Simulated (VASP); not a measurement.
# Fe (Fmmm) in VASP: a series of runs

One crystal, Fe, is run at these levels: PBEsol; tasks: single point.

Everything below comes from runs of VASP 6.6.1. Logs are shortened: lines on timing, memory, paths and dates and some standing lists are left out, and cuts for length are marked.

## (1) The structure

It takes space group Fmmm (No. 69, orthorhombic). Conventional cell: a = 2.997 Å, b = 3.883 Å, c = 3.930 Å, α = 90.00°, β = 90.00°, γ = 90.00°. Fe (site symmetry mmm) is surrounded by 12 Fe at 2.45 to 2.76 Å.

## (2) Single point, PBEsol, collinear spin, ferromagnetic start

INCAR reads:

```
SYSTEM = Fe
ADDGRID = .False.
ALGO = Normal
EDIFF = 1E-6
ENCUT = 550
GGA = PS
ISIF = 2
ISMEAR = -1
ISPIN = 2
LASPH = .True.
LCHARG = .False.
LMAXMIX = 4
LORBIT = 11
LREAL = .False.
LWAVE = .False.
MAGMOM = 3
NELM = 100
PREC = Accurate
SIGMA = 0.1
```

KPOINTS reads:

```
k-points
0
Gamma
  14 14 14
  0 0 0
```

POSCAR reads:

```
Fe
1.0
    0.0000000000      1.9417396906      1.9651051623
    1.4984397099      0.0000000000      1.9651051623
    1.4984397099      1.9417396906      0.0000000000
Fe
1
Direct
    0.0000000000      0.0000000000      0.0000000000
```

Potentials or basis: VASP PAW PBE potentials, release 64 (Fe).

Started as:

```console
cat potpaw_PBE.64/Fe/POTCAR > POTCAR
mpirun -np 1 vasp_std > vasp.out
```

OUTCAR:

```text
SYSTEM = Fe
   EDIFF = 1E-6
   ENCUT = 550
   GGA = PS
   ISIF = 2
   ISMEAR = -1
   ISPIN = 2
   LASPH = .True.
   LORBIT = 11
   LREAL = .False.
   NELM = 100
   PREC = Accurate

 Found    428 irreducible k-points:

 Following reciprocal coordinates:
            Coordinates               Weight
  0.000000  0.000000  0.000000      1.000000
  0.071429 -0.000000 -0.000000      8.000000
  0.142857  0.000000 -0.000000      8.000000
  0.214286  0.000000 -0.000000      8.000000
  0.285714  0.000000  0.000000      8.000000
  0.357143  0.000000 -0.000000      8.000000
   k-points           NKPTS =    428   k-points in BZ     NKDIM =    428   number of bands    NBANDS=     10
   number of dos      NEDOS =    301   number of ions     NIONS =      1
   total plane-waves  NPLWV =   9600
   dimension x,y,z NGX =    24 NGY =   20 NGZ =   20
   dimension x,y,z NGXF=    48 NGYF=   40 NGZF=   40
   ions per type =               1
   NGX,Y,Z   is equivalent  to a cutoff of  14.44, 13.45, 13.56 a.u.
   NGXF,Y,Z  is equivalent  to a cutoff of  28.89, 26.91, 27.11 a.u.
 SYSTEM =  Fe
   PREC   = accura    normal or accurate (medium, high low for compatibility)
   ISTART =      0    job   : 0-new  1-cont  2-samecut
   ICHARG =      2    charge: 1-file 2-atom 10-const
   ISPIN  =      2    spin polarized calculation?
   LNONCOLLINEAR =      F non collinear calculations
   LSORBIT =      F    spin-orbit coupling
   LASPH  =      T    aspherical Exc in radial PAW
   ENCUT  =  550.0 eV  40.42 Ry    6.36 a.u.   5.28  4.73  4.69*2*pi/ulx,y,z
   NELM   =    100;   NELMIN=  2; NELMDL= -5     # of ELM steps
   EDIFF  = 0.1E-05   stopping-criterion for ELM
   LREAL  =      F    real-space projection
   EDIFFG = 0.1E-04   stopping-criterion for IOM
   NSW    =      0    number of steps for IOM
   IBRION =     -1    ionic relax: 0-MD 1-quasi-New 2-CG
   NFREE  =      0    steps in history (QN), initial steepest desc. (CG)
   ISIF   =      2    stress and relaxation
   ISYM   =      2    0-nonsym 1-usesym 2-fastsym
   POTIM  = 0.5000    time-step for ionic-motion
   TEBEG  =    0.0;   TEEND  =   0.0 temperature during run
   PSTRESS=    0.0 pullay stress
   NELECT =       8.0000    total number of electrons
   NUPDOWN=      -1.0000    fix difference up-down
   EMIN   =  10.00;   EMAX   =-10.00  energy-range for DOS
   EFERMI =   0.00;   METHOD = LEGACY
   ISMEAR =    -1;   SIGMA  =   0.10  broadening in eV -4-tet -1-fermi 0-gaus
   EFERMI_NEDOS =   21; number of points for ismear=-14 and -15
   IALGO  =     38    algorithm
   IMIX   =      4    mixing-type and parameters
     AMIX     =   0.40;   BMIX     =  1.00
     AMIX_MAG =   1.60;   BMIX_MAG =  1.00
  volume/ion in A,a.u.               =      11.44        77.17
  Fermi-wavevector in a.u.,A,eV,Ry     =   1.453303  2.746344 28.736719  2.112089
  Thomas-Fermi vector in A             =   2.570585
   LORBIT       =     11    0 simple, 1 ext, 2 COOP (PROOUT), +10 PAW based schemes
   GGA     = PS    functional components
   LHFCALC =     F    Hartree Fock is set to
   AEXX    =    0.0000 exact exchange contribution
   IVDW    =     0    specifies the selected vdW correction
   LEPSILON=     F    determine dielectric tensor
   LRPA    =     F    only Hartree local field effects (RPA)
 spin polarized calculation
  energy-cutoff  :      550.00
  volume of cell :       11.44
 maximum number of plane-waves:       348
 NGX is ok and might be reduce to    24
   NGX = 11   NGY =  9   NGZ =  9

 number of electron       7.9999998 magnetization       2.2171813

 Free energy of the ion-electron system (eV)
  ---------------------------------------------------
  ext. energy  EPLUGINS =         0.00000000
  ---------------------------------------------------
  free energy    TOTEN  =        -8.89611774 eV

  energy without entropy =       -8.86311974  energy(sigma->0) =       -8.87961874

 E-fermi :   5.6122     XC(G=0): -13.2393

 val. band max:        5.6109977450   @ k =   0.1429   0.0714   0.0714
 cond. band min:       5.6123042133   @ k =  -0.1429   0.2857   0.2857
 fundamental gap:      0.0013064684
 Fermi energy:         5.6121805637

 spin component 1

 k-point     1 :       0.0000    0.0000    0.0000
  band No.  band energies     occupation
      1      -2.8856      1.00000
      2       3.1459      1.00000
      3       3.2388      1.00000
      4       3.5779      1.00000
      5       4.3124      1.00000
      6       4.7059      0.99988
      7      29.3827      0.00000
      8      30.8594      0.00000
      9      31.1209      0.00000
     10      35.0576      0.00000

 k-point     2 :       0.0714   -0.0000   -0.0000
  band No.  band energies     occupation
      1      -2.6804      1.00000
      2       3.1589      1.00000
      3       3.2485      1.00000
      4       3.6104      1.00000
      5       4.2804      1.00000
      6       4.6815      0.99991
      7      28.5457      0.00000
      8      30.1460      0.00000
      9      30.8333      0.00000
     10      34.3125      0.00000

 k-point     3 :       0.1429    0.0000   -0.0000
  band No.  band energies     occupation
      1      -2.0862      1.00000
      2       3.1315      1.00000
      3       3.1903      1.00000
      4       3.8348      1.00000
      5       4.2173      1.00000
      6       4.6376      0.99994
      7      25.8108      0.00000
      8      29.1136      0.00000
      9      30.4192      0.00000
     10      33.5245      0.00000

 k-point     4 :       0.2143    0.0000   -0.0000
  band No.  band energies     occupation
      1      -1.1837      1.00000
      2       2.9845      1.00000
      3       3.0971      1.00000
      4       4.2025      1.00000
      5       4.2767      1.00000
      6       4.6191      0.99995
      7      22.5073      0.00000
      8      27.7822      0.00000
      9      29.9181      0.00000
     10      31.7103      0.00000

 k-point     5 :       0.2857    0.0000    0.0000
  band No.  band energies     occupation
      1      -0.1897      1.00000
      2       2.7773      1.00000
      3       3.1806      1.00000
      4       4.2460      1.00000
      5       4.6543      0.99993
      6       4.8268      0.99961
      7      19.2149      0.00000
      8      26.4461      0.00000
      9      29.0884      0.00000
     10      30.2967      0.00000

 k-point     6 :       0.3571    0.0000   -0.0000
  band No.  band energies     occupation
      1       0.4734      1.00000
      2       2.5894      1.00000
      3       3.8043      1.00000
      4       4.3232      1.00000
      5       4.7483      0.99982
      6       5.3646      0.92246
      7      16.1743      0.00000
      8      25.3681      0.00000
      9      27.8291      0.00000
     10      29.7963      0.00000

 [... further k-points ...]

 spin component 2

 k-point     1 :       0.0000    0.0000    0.0000
  band No.  band energies     occupation
      1      -2.6190      1.00000
      2       5.0297      0.99705
      3       5.1680      0.98836
      4       5.6569      0.38994
      5       6.8557      0.00000
      6       7.4487      0.00000
      7      29.2724      0.00000
      8      30.8014      0.00000
      9      31.0935      0.00000
     10      35.4957      0.00000

 k-point     2 :       0.0714   -0.0000   -0.0000
  band No.  band energies     occupation
      1      -2.4128      1.00000
      2       5.0403      0.99673
      3       5.1763      0.98737
      4       5.6853      0.32491
      5       6.8124      0.00001
      6       7.4182      0.00000
      7      28.6311      0.00000
      8      30.1554      0.00000
      9      30.8750      0.00000
     10      34.8745      0.00000

 k-point     3 :       0.1429    0.0000   -0.0000
  band No.  band energies     occupation
      1      -1.8117      1.00000
      2       5.0042      0.99772
      3       5.1126      0.99328
      4       5.9006      0.05292
      5       6.7171      0.00002
      6       7.3599      0.00000
      7      26.2468      0.00000
      8      29.1743      0.00000
      9      30.6323      0.00000
     10      34.1104      0.00000

 k-point     4 :       0.2143    0.0000   -0.0000
  band No.  band energies     occupation
      1      -0.8769      1.00000
      2       4.8676      0.99942
      3       4.9288      0.99892
      4       6.3674      0.00052
      5       6.6602      0.00003
      6       7.3253      0.00000
      7      23.1637      0.00000
      8      27.9182      0.00000
      9      30.3325      0.00000
     10      32.4346      0.00000

 k-point     5 :       0.2857    0.0000    0.0000
  band No.  band energies     occupation
      1       0.2512      1.00000
      2       4.6499      0.99993
      3       4.7907      0.99973
      4       6.6812      0.00002
      5       6.9689      0.00000
      6       7.3410      0.00000
      7      20.0467      0.00000
      8      26.5980      0.00000
      9      29.7516      0.00000
     10      30.8466      0.00000

 k-point     6 :       0.3571    0.0000   -0.0000
  band No.  band energies     occupation
      1       1.2758      1.00000
      2       4.4336      0.99999
      3       4.9641      0.99847
      4       6.7293      0.00001
      5       7.4036      0.00000
      6       7.5715      0.00000
      7      17.1922      0.00000
      8      25.5058      0.00000
      9      28.5155      0.00000
     10      30.3508      0.00000

 [... further k-points ...]

------------------------ aborting loop because EDIFF is reached ----------------------------------------

  FORCE on cell =-STRESS in cart. coord.  units (eV):
  Direction    XX          YY          ZZ          XY          YZ          ZX
  --------------------------------------------------------------------------------------
  -------------------------------------------------------------------------------------
  Total       -1.0958504     -0.4348570     -0.5719914      0.0000000      0.0000000      0.0000000
  in kB     -153.5379641    -60.9271640    -80.1408551      0.0000000      0.0000000      0.0000000
  external PRESSURE =     -98.2019944 kB  Pullay stress =       0.0000000 kB

 VOLUME and BASIS-vectors are now :
 -----------------------------------------------------------------------------
  energy-cutoff  :      550.00
  volume of cell :       11.44
      direct lattice vectors                 reciprocal lattice vectors
     0.000000000  1.941739691  1.965105162    -0.333680426  0.257501045  0.254439309
     1.498439710  0.000000000  1.965105162     0.333680426 -0.257501045  0.254439309
     1.498439710  1.941739691  0.000000000     0.333680426  0.257501045 -0.254439309

 POSITION                                       TOTAL-FORCE (eV/Angst)
 -----------------------------------------------------------------------------------
      0.00000      0.00000      0.00000         0.000000      0.000000      0.000000
 -----------------------------------------------------------------------------------
    total drift:                                0.000000      0.000000      0.000000

  FREE ENERGIE OF THE ION-ELECTRON SYSTEM (eV)
  ---------------------------------------------------
  free  energy   TOTEN  =        -8.8961177422 eV

  energy  without entropy=       -8.8631197351  energy(sigma->0) =       -8.87961874

 total charge

# of ion       s       p       d       tot
------------------------------------------
    1        0.488   0.539   6.232   7.259

 magnetization (x)

# of ion       s       p       d       tot
------------------------------------------
    1       -0.013  -0.048   2.268   2.207
```

Wall time 57 s (1 thread of Intel Xeon Platinum 8259CL at 2.50GHz (Skylake/Cascade Lake), shared host); peak memory 0.21 GiB.

The run converged, but some of its settings lie outside the range that counts as converged, so its numbers aren't taken as properties of the crystal.

What came out:

* Free energy: -8.8961 eV
* Pressure: -9.8 GPa
* Band gap on the k mesh: none (metal or under the smearing width)
* Net moment: 2.22 μB per cell
* Site moments: Fe +2.21 μB
* Valence electrons inside the program's atomic spheres: Fe 7.26

Caveat: the PAW data sets were made with another functional, which shifts forces and pressure a little.

## (3) Single point, PBEsol, collinear spin, ferromagnetic start

INCAR: that of step 2 with these lines changed.

```diff
@@ -4,3 +4,3 @@
 EDIFF = 1E-6
-ENCUT = 550
+ENCUT = 900
 GGA = PS
@@ -18,2 +18,2 @@
 PREC = Accurate
-SIGMA = 0.1
+SIGMA = 0.15
```

KPOINTS reads:

```
k-points
0
Gamma
  12 12 12
  0 0 0
```

POSCAR is that of step 2.

Potentials or basis: VASP PAW PBE potentials, release 64 (Fe).

Started as:

```console
cat potpaw_PBE.64/Fe/POTCAR > POTCAR
mpirun -np 1 vasp_std > vasp.out
```

Wall time 88 s (1 thread of Intel Xeon Platinum 8259CL at 2.50GHz (Skylake/Cascade Lake), shared host); peak memory 0.25 GiB.

The run converged, but some of its settings lie outside the range that counts as converged, so its numbers aren't taken as properties of the crystal.

Results:

```
Free energy                                           : -8.9169 eV
Pressure                                              : -9.6 GPa
Band gap on the k mesh                                : none (metal or under the smearing width)
Net moment                                            : 2.20 μB per cell
Site moments                                          : Fe +2.19 μB
Valence electrons inside the program's atomic spheres : Fe 7.26
```

Caveat: the PAW data sets were made with another functional, which shifts forces and pressure a little.

## (4) Single point, PBEsol, collinear spin, ferromagnetic start

INCAR: that of step 3 with these lines changed.

```diff
@@ -4,3 +4,3 @@
 EDIFF = 1E-6
-ENCUT = 900
+ENCUT = 450
 GGA = PS
```

KPOINTS reads:

```
k-points
0
Gamma
  17 17 17
  0 0 0
```

POSCAR is that of step 3.

Started as:

```console
cat potpaw_PBE.64/Fe/POTCAR > POTCAR
mpirun -np 1 vasp_std > vasp.out
```

Run time: 1.8 min. Hardware: 1 thread of Intel Xeon Platinum 8259CL at 2.50GHz (Skylake/Cascade Lake), shared host; peak memory 0.22 GiB.

The run converged, but some of its settings lie outside the range that counts as converged, so its numbers aren't taken as properties of the crystal.

What came out:

```
Free energy                                           : -8.9165 eV
Pressure                                              : -9.7 GPa
Band gap on the k mesh                                : none (metal or under the smearing width)
Net moment                                            : 2.20 μB per cell
Site moments                                          : Fe +2.19 μB
Valence electrons inside the program's atomic spheres : Fe 7.26
```

Caveat: the PAW data sets were made with another functional, which shifts forces and pressure a little.

## (5) Single point, PBEsol, collinear spin, ferromagnetic start

INCAR: that of step 4 with these lines changed.

```diff
@@ -4,3 +4,3 @@
 EDIFF = 1E-6
-ENCUT = 450
+ENCUT = 700
 GGA = PS
```

KPOINTS reads:

```
k-points
0
Gamma
  14 14 14
  0 0 0
```

POSCAR is that of step 4.

Started as:

```console
cat potpaw_PBE.64/Fe/POTCAR > POTCAR
mpirun -np 1 vasp_std > vasp.out
```

Run time: 85 s. Hardware: 1 thread of Intel Xeon Platinum 8259CL at 2.50GHz (Skylake/Cascade Lake), shared host; peak memory 0.25 GiB.

The run converged, but some of its settings lie outside the range that counts as converged, so its numbers aren't taken as properties of the crystal.

What came out:

```
Free energy                                           : -8.9164 eV
Pressure                                              : -9.7 GPa
Band gap on the k mesh                                : none (metal or under the smearing width)
Net moment                                            : 2.21 μB per cell
Site moments                                          : Fe +2.19 μB
Valence electrons inside the program's atomic spheres : Fe 7.26
```

Caveat: the PAW data sets were made with another functional, which shifts forces and pressure a little.
